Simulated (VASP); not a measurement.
# BAs (F-43m) in VASP: further runs

The runs below take BAs through single point, with PBE.

All numbers are computed with VASP 6.6.1; they aren't measurements. Logs are shortened: lines on timing, memory, paths and dates and some standing lists are left out, and cuts for length are marked.

### Step 1. The crystal as given

Symmetry: F-43m, No. 216, cubic system. The conventional cell has a = 4.823 Å, b = 4.823 Å, c = 4.823 Å, α = 90.00°, β = 90.00°, γ = 90.00°. Around B (site symmetry -43m) lie 4 As at 2.09 Å. As (site symmetry -43m) is surrounded by 4 B at 2.09 Å.

### Step 2. Single point, PBE

Input file INCAR:

```
SYSTEM = BAs
PREC     = Accurate       ! precision mode
ENCUT    = 520            ! plane-wave cutoff, eV
EDIFF    = 1E-7           ! SCF threshold, eV
ISMEAR   = 0              ! smearing method
SIGMA    = 0.02           ! smearing width, eV
LREAL    = .False.        ! projectors in reciprocal space
LASPH    = .True.         ! aspherical terms in the spheres
NELM     = 60             ! most SCF steps
ALGO     = Normal         ! electronic algorithm
ISIF     = 2              ! what is computed and relaxed
LWAVE    = .False.        ! write WAVECAR
LCHARG   = .False.        ! write CHGCAR
GGA      = PE             ! functional
NBANDS   = 11             ! bands
```

Input file KPOINTS:

```
Automatic mesh
0
Gamma
  4 4 4
  0 0 0
```

Input file POSCAR:

```
BAs                                     
1.0
    0.0000000000      2.4115752086      2.4115752086
    2.4115752086      0.0000000000      2.4115752086
    2.4115752086      2.4115752086      0.0000000000
  B               As            
     1     1
Direct
     0.0000000000000000    0.0000000000000000    0.0000000000000000
     0.2500000000000000    0.2500000000000000    0.2500000000000000
```

Potentials or basis: VASP PAW PBE potentials, release 64 (B, As).

Command:

```console
$ cat potpaw_PBE.64/B/POTCAR potpaw_PBE.64/As/POTCAR > POTCAR
$ mpirun -np 1 vasp_std > vasp.out
```

OUTCAR:

```text
SYSTEM = BAs
   PREC = Accurate
   ENCUT = 520
   EDIFF = 1E-7
   ISMEAR = 0
   LREAL = .False.
   LASPH = .True.
   NELM = 60
   ISIF = 2
   GGA = PE

 ion  position               nearest neighbor table
   1  0.000  0.000  0.000-   2 2.09   2 2.09   2 2.09   2 2.09
   2  0.250  0.250  0.250-   1 2.09   1 2.09   1 2.09   1 2.09

  LATTYP: Found a face centered cubic cell.
 ALAT       =     4.8231504172

  Lattice vectors:

 A1 = (   0.0000000000,   2.4115752086,   2.4115752086)
 A2 = (   2.4115752086,   0.0000000000,   2.4115752086)
 A3 = (   2.4115752086,   2.4115752086,   0.0000000000)

Analysis of symmetry for initial positions (statically):
=====================================================================
 Subroutine PRICEL returns:
 Original cell was already a primitive cell.

 Routine SETGRP: Setting up the symmetry group for a
 face centered cubic supercell.

 Subroutine GETGRP returns: Found 24 space group operations
 (whereof 24 operations were pure point group operations)
 out of a pool of 48 trial point group operations.

The static configuration has the point symmetry T_d .

Analysis of symmetry for dynamics (positions and initial velocities):
=====================================================================
 Subroutine PRICEL returns:
 Original cell was already a primitive cell.

 Routine SETGRP: Setting up the symmetry group for a
 face centered cubic supercell.

 Subroutine GETGRP returns: Found 24 space group operations
 (whereof 24 operations were pure point group operations)
 out of a pool of 48 trial point group operations.

The dynamic configuration has the point symmetry T_d .

 Subroutine INISYM returns: Found 24 space group operations
 (whereof 24 operations are pure point group operations),
 and found     1 'primitive' translations

----------------------------------------------------------------------------------------

                                     Primitive cell

  volume of cell :      28.0500

  direct lattice vectors                    reciprocal lattice vectors
     0.000000000  2.411575209  2.411575209    -0.207333364  0.207333364  0.207333364
     2.411575209  0.000000000  2.411575209     0.207333364 -0.207333364  0.207333364
     2.411575209  2.411575209  0.000000000     0.207333364  0.207333364 -0.207333364

  length of vectors
     3.410482367  3.410482367  3.410482367     0.359111920  0.359111920  0.359111920

  position of ions in fractional coordinates (direct lattice)
     0.000000000  0.000000000  0.000000000
     0.250000000  0.250000000  0.250000000

  ion indices of the primitive-cell ions
   primitive index   ion index
                 1           1
                 2           2

----------------------------------------------------------------------------------------

 KPOINTS: Automatic mesh

Automatic generation of k-mesh.
 Grid dimensions read from file:
 generate k-points for:    4    4    4

 Generating k-lattice:

  Cartesian coordinates                     Fractional coordinates (reciprocal lattice)
    -0.051833341  0.051833341  0.051833341     0.250000000  0.000000000  0.000000000
     0.051833341 -0.051833341  0.051833341     0.000000000  0.250000000  0.000000000
     0.051833341  0.051833341 -0.051833341     0.000000000  0.000000000  0.250000000

  Length of vectors
     0.089777980  0.089777980  0.089777980

  Shift w.r.t. Gamma in fractional coordinates (k-lattice)
     0.000000000  0.000000000  0.000000000

 Subroutine IBZKPT returns following result:
 ===========================================

 Found      8 irreducible k-points:

 Following reciprocal coordinates:
            Coordinates               Weight
  0.000000  0.000000  0.000000      1.000000
  0.250000  0.000000  0.000000      8.000000
  0.500000  0.000000  0.000000      4.000000
  0.250000  0.250000  0.000000      6.000000
  0.500000  0.250000  0.000000     24.000000
 -0.250000  0.250000  0.000000     12.000000
  0.500000  0.500000  0.000000      3.000000
 -0.250000  0.500000  0.250000      6.000000
   k-points           NKPTS =      8   k-points in BZ     NKDIM =      8   number of bands    NBANDS=     11
   number of dos      NEDOS =    301   number of ions     NIONS =      2
   total plane-waves  NPLWV =  21952
   dimension x,y,z NGX =    28 NGY =   28 NGZ =   28
   dimension x,y,z NGXF=    56 NGYF=   56 NGZF=   56
   ions per type =               1   1
   NGX,Y,Z   is equivalent  to a cutoff of  13.65, 13.65, 13.65 a.u.
   NGXF,Y,Z  is equivalent  to a cutoff of  27.30, 27.30, 27.30 a.u.
 SYSTEM =  BAs
   PREC   = accura    normal or accurate (medium, high low for compatibility)
   ISTART =      0    job   : 0-new  1-cont  2-samecut
   ICHARG =      2    charge: 1-file 2-atom 10-const
   ISPIN  =      1    spin polarized calculation?
   LNONCOLLINEAR =      F non collinear calculations
   LSORBIT =      F    spin-orbit coupling
   LASPH  =      T    aspherical Exc in radial PAW
   ENCUT  =  520.0 eV  38.22 Ry    6.18 a.u.   6.34  6.34  6.34*2*pi/ulx,y,z
   NELM   =     60;   NELMIN=  2; NELMDL= -5     # of ELM steps
   EDIFF  = 0.1E-06   stopping-criterion for ELM
   LREAL  =      F    real-space projection
   EDIFFG = 0.1E-05   stopping-criterion for IOM
   NSW    =      0    number of steps for IOM
   IBRION =     -1    ionic relax: 0-MD 1-quasi-New 2-CG
   NFREE  =      0    steps in history (QN), initial steepest desc. (CG)
   ISIF   =      2    stress and relaxation
   ISYM   =      2    0-nonsym 1-usesym 2-fastsym
   POTIM  = 0.5000    time-step for ionic-motion
   TEBEG  =    0.0;   TEEND  =   0.0 temperature during run
   PSTRESS=    0.0 pullay stress
   NELECT =       8.0000    total number of electrons
   NUPDOWN=      -1.0000    fix difference up-down
   EMIN   =  10.00;   EMAX   =-10.00  energy-range for DOS
   EFERMI =   0.00;   METHOD = LEGACY
   ISMEAR =     0;   SIGMA  =   0.02  broadening in eV -4-tet -1-fermi 0-gaus
   EFERMI_NEDOS =   21; number of points for ismear=-14 and -15
   IALGO  =     38    algorithm
   IMIX   =      4    mixing-type and parameters
     AMIX     =   0.40;   BMIX     =  1.00
     AMIX_MAG =   1.60;   BMIX_MAG =  1.00
  volume/ion in A,a.u.               =      14.02        94.65
  Fermi-wavevector in a.u.,A,eV,Ry     =   1.077608  2.036383 15.799607  1.161238
  Thomas-Fermi vector in A             =   2.213524
   LORBIT       =      0    0 simple, 1 ext, 2 COOP (PROOUT), +10 PAW based schemes
   GGA     = PE    functional components
   LHFCALC =     F    Hartree Fock is set to
   AEXX    =    0.0000 exact exchange contribution
   IVDW    =     0    specifies the selected vdW correction
   LEPSILON=     F    determine dielectric tensor
   LRPA    =     F    only Hartree local field effects (RPA)
 non-spin polarized calculation
 Gauss-broadening in eV      SIGMA  =   0.02
  energy-cutoff  :      520.00
  volume of cell :       28.05
 maximum number of plane-waves:       769
 NGX is ok and might be reduce to    28
   NGX = 13   NGY = 13   NGZ = 13

 number of electron       8.0000000 magnetization

 Free energy of the ion-electron system (eV)
  ---------------------------------------------------
  ext. energy  EPLUGINS =         0.00000000
  ---------------------------------------------------
  free energy    TOTEN  =       -11.23773050 eV

  energy without entropy =      -11.23773050  energy(sigma->0) =      -11.23773050

 E-fermi :   6.0017     XC(G=0): -10.4379

 val. band max:        5.8508973430   @ k =   0.0000   0.0000   0.0000
 cond. band min:       7.2980171776   @ k =   0.5000   0.5000   0.0000
 fundamental gap:      1.4471198346
 Fermi energy:         6.0016516110

 k-point     1 :       0.0000    0.0000    0.0000
  band No.  band energies     occupation
      1      -9.3014      2.00000
      2       5.8509      2.00000
      3       5.8509      2.00000
      4       5.8509      2.00000
      5       9.0760      0.00000
      6       9.0760      0.00000
      7       9.0760      0.00000
      8      10.1775      0.00000
      9      15.2924      0.00000
     10      18.6608      0.00000
     11      18.6608      0.00000

 k-point     2 :       0.2500    0.0000    0.0000
  band No.  band energies     occupation
      1      -8.3275      2.00000
      2       0.9939      2.00000
      3       4.7314      2.00000
      4       4.7314      2.00000
      5       8.7603      0.00000
      6      10.4256      0.00000
      7      10.4256      0.00000
      8      13.5455      0.00000
      9      16.9810      0.00000
     10      16.9810      0.00000
     11      16.9858      0.00000

 k-point     3 :       0.5000    0.0000    0.0000
  band No.  band energies     occupation
      1      -6.5317      2.00000
      2      -2.7406      2.00000
      3       4.0739      2.00000
      4       4.0739      2.00000
      5       8.3719      0.00000
      6      10.5802      0.00000
      7      10.5802      0.00000
      8      14.6491      0.00000
      9      18.3612      0.00000
     10      20.1949      0.00000
     11      20.1949      0.00000

 k-point     4 :       0.2500    0.2500    0.0000
  band No.  band energies     occupation
      1      -7.9916      2.00000
      2       1.7620      2.00000
      3       3.2216      2.00000
      4       3.2216      2.00000
      5       7.5055      0.00000
      6      10.2964      0.00000
      7      13.0844      0.00000
      8      13.0844      0.00000
      9      15.8952      0.00000
     10      19.3994      0.00000
     11      20.1273      0.00000

 k-point     5 :       0.5000    0.2500    0.0000
  band No.  band energies     occupation
      1      -6.1307      2.00000
      2      -1.7339      2.00000
      3       1.2306      2.00000
      4       2.7592      2.00000
      5       8.2265      0.00000
      6      11.5939      0.00000
      7      13.3459      0.00000
      8      13.6138      0.00000
      9      17.6384      0.00000
     10      20.6356      0.00000
     11      21.2605      0.00000

 k-point     6 :      -0.2500    0.2500    0.0000
  band No.  band energies     occupation
      1      -6.8581      2.00000
      2      -0.6986      2.00000
      3       0.8972      2.00000
      4       3.9336      2.00000
      5       9.2919      0.00000
      6      11.8506      0.00000
      7      12.6754      0.00000
      8      13.0665      0.00000
      9      16.1352      0.00000
     10      17.7877      0.00000
     11      21.1581      0.00000

 k-point     7 :       0.5000    0.5000    0.0000
  band No.  band energies     occupation
      1      -5.2598      2.00000
      2      -2.5270      2.00000
      3       1.8806      2.00000
      4       1.8806      2.00000
      5       7.2980      0.00000
      6       7.3055      0.00000
      7      16.9417      0.00000
      8      16.9417      0.00000
      9      18.4685      0.00000
     10      22.6593      0.00000
     11      23.4032      0.00000

 k-point     8 :      -0.2500    0.5000    0.2500
  band No.  band energies     occupation
      1      -5.1120      2.00000
      2      -2.0873      2.00000
      3       0.5220      2.00000
      4       0.8106      2.00000
      5      11.0804      0.00000
      6      11.6277      0.00000
      7      12.5743      0.00000
      8      12.6929      0.00000
      9      17.8949      0.00000
     10      21.0244      0.00000
     11      21.3180      0.00000

------------------------ aborting loop because EDIFF is reached ----------------------------------------

  FORCE on cell =-STRESS in cart. coord.  units (eV):
  Direction    XX          YY          ZZ          XY          YZ          ZX
  --------------------------------------------------------------------------------------
  -------------------------------------------------------------------------------------
  Total        0.0002956      0.0002956      0.0002956     -0.0000000      0.0000000     -0.0000000
  in kB        0.0168847      0.0168847      0.0168847     -0.0000000      0.0000000     -0.0000000
  external PRESSURE =       0.0168847 kB  Pullay stress =       0.0000000 kB

 VOLUME and BASIS-vectors are now :
 -----------------------------------------------------------------------------
  energy-cutoff  :      520.00
  volume of cell :       28.05
      direct lattice vectors                 reciprocal lattice vectors
     0.000000000  2.411575209  2.411575209    -0.207333364  0.207333364  0.207333364
     2.411575209  0.000000000  2.411575209     0.207333364 -0.207333364  0.207333364
     2.411575209  2.411575209  0.000000000     0.207333364  0.207333364 -0.207333364

 POSITION                                       TOTAL-FORCE (eV/Angst)
 -----------------------------------------------------------------------------------
      0.00000      0.00000      0.00000         0.000000     -0.000000     -0.000000
      1.20579      1.20579      1.20579        -0.000000      0.000000      0.000000
 -----------------------------------------------------------------------------------
    total drift:                               -0.000000     -0.000000     -0.000000

  FREE ENERGIE OF THE ION-ELECTRON SYSTEM (eV)
  ---------------------------------------------------
  free  energy   TOTEN  =       -11.2377304971 eV

  energy  without entropy=      -11.2377304971  energy(sigma->0) =      -11.23773050
```

Run time: 3 s. Hardware: 1 thread of Intel Xeon 6975P-C (Granite Rapids), shared host; peak memory 0.15 GiB.

What came out:

```
Free energy            : -11.2377 eV
Pressure               : 0.0 GPa
Band gap on the k mesh : 1.45 eV, indirect (least direct gap 3.23 eV)
```

Caveat: the k mesh is coarse (spacing up to 0.56 Å⁻¹), so the values aren't converged.

### Step 3. Single point, PBE (a relaxed cell with its volume scaled by 0.97)

INCAR is that of step 2.

KPOINTS is that of step 2.

Input file POSCAR:

```
BAs                                     
1.0
    0.0000000000      2.3872141975      2.3872141975
    2.3872141975      0.0000000000      2.3872141975
    2.3872141975      2.3872141975      0.0000000000
  B               As            
     1     1
Direct
     0.0000000000000000    0.0000000000000000    0.0000000000000000
     0.2500000000000000    0.2500000000000000    0.2500000000000000
```

Potentials or basis: VASP PAW PBE potentials, release 64 (B, As).

Command:

```console
$ cat potpaw_PBE.64/B/POTCAR potpaw_PBE.64/As/POTCAR > POTCAR
$ mpirun -np 1 vasp_std > vasp.out
```

It took 3 s on 1 thread of Intel Xeon 6975P-C (Granite Rapids), shared host; peak memory 0.15 GiB.

The run converged. Its results:

```yaml
Free_energy: -11.2267 eV
Pressure: 4.3 GPa
Band_gap_on_the_k_mesh: 1.41 eV, indirect (least direct gap 3.26 eV)
```

Levels at points of the mesh, in eV from the valence-band top:
| k point | band 1 | band 2 | band 3 | band 4 | band 5 | band 6 | band 7 | band 8 |
| --- | --- | --- | --- | --- | --- | --- | --- | --- |
| (0.00, 0.00, 0.00) | -15.43 | 0.00 | 0.00 | 0.00 | 3.26 | 3.26 | 3.26 | 4.71 |
| (0.50, 0.00, 0.00) | -12.55 | -8.81 | -1.83 | -1.83 | 2.70 | 4.76 | 4.76 | 8.86 |
| (0.50, 0.50, 0.00) | -11.23 | -8.55 | -4.10 | -4.10 | 1.41 | 1.43 | 11.38 | 11.38 |

Caveat: the k mesh is coarse (spacing up to 0.57 Å⁻¹), so the values aren't converged.

### Step 4. Single point, PBE (a relaxed cell with its volume scaled by 1.03)

INCAR is that of step 3.

KPOINTS is that of step 3.

Input file POSCAR:

```
BAs                                     
1.0
    0.0000000000      2.4354537438      2.4354537438
    2.4354537438      0.0000000000      2.4354537438
    2.4354537438      2.4354537438      0.0000000000
  B               As            
     1     1
Direct
     0.0000000000000000    0.0000000000000000    0.0000000000000000
     0.2500000000000000    0.2500000000000000    0.2500000000000000
```

Command:

```console
$ cat potpaw_PBE.64/B/POTCAR potpaw_PBE.64/As/POTCAR > POTCAR
$ mpirun -np 1 vasp_std > vasp.out
```

Wall time 3 s (1 thread of Intel Xeon 6975P-C (Granite Rapids), shared host); peak memory 0.15 GiB.

It converged, with:

```yaml
Free_energy: -11.2280 eV
Pressure: -3.7 GPa
Band_gap_on_the_k_mesh: 1.48 eV, indirect (least direct gap 3.19 eV)
```

Levels at points of the mesh, in eV from the valence-band top:
```
           k point  band 2  band 3  band 4  band 5  band 6  band 7
(0.00, 0.00, 0.00)    0.00    0.00    0.00    3.19    3.19    3.19
(0.50, 0.00, 0.00)   -8.38   -1.73   -1.73    2.36    4.69    4.69
(0.50, 0.50, 0.00)   -8.22   -3.85   -3.85    1.48    1.48   10.81
```

Caveat: the k mesh is coarse (spacing up to 0.56 Å⁻¹), so the values aren't converged. A k mesh can miss the band edges.

### Step 5. Single point, PBE (a relaxed cell with its volume scaled by 0.94)

INCAR is that of step 4.

KPOINTS is that of step 4.

Input file POSCAR:

```
BAs                                     
1.0
    0.0000000000      2.3623455745      2.3623455745
    2.3623455745      0.0000000000      2.3623455745
    2.3623455745      2.3623455745      0.0000000000
  B               As            
     1     1
Direct
     0.0000000000000000    0.0000000000000000    0.0000000000000000
     0.2500000000000000    0.2500000000000000    0.2500000000000000
```

Command:

```console
$ cat potpaw_PBE.64/B/POTCAR potpaw_PBE.64/As/POTCAR > POTCAR
$ mpirun -np 1 vasp_std > vasp.out
```

It took 3 s on 1 thread of Intel Xeon 6975P-C (Granite Rapids), shared host; peak memory 0.15 GiB.

It converged, with:

```
Free energy            : -11.1912 eV
Pressure               : 9.3 GPa
Band gap on the k mesh : 1.36 eV, indirect (least direct gap 3.30 eV)
```

Levels at points of the mesh, in eV from the valence-band top:
| k point | band 1 | band 2 | band 3 | band 4 | band 5 | band 6 | band 7 | band 8 |
| --- | --- | --- | --- | --- | --- | --- | --- | --- |
| (0.00, 0.00, 0.00) | -15.72 | 0.00 | 0.00 | 0.00 | 3.30 | 3.30 | 3.30 | 5.11 |
| (0.50, 0.00, 0.00) | -12.72 | -9.05 | -1.88 | -1.88 | 2.88 | 4.80 | 4.80 | 8.92 |
| (0.50, 0.50, 0.00) | -11.35 | -8.73 | -4.23 | -4.23 | 1.36 | 1.39 | 11.68 | 11.68 |

Caveat: the k mesh is coarse (spacing up to 0.58 Å⁻¹), so the values aren't converged.

(Continued in part 2 of 2.)
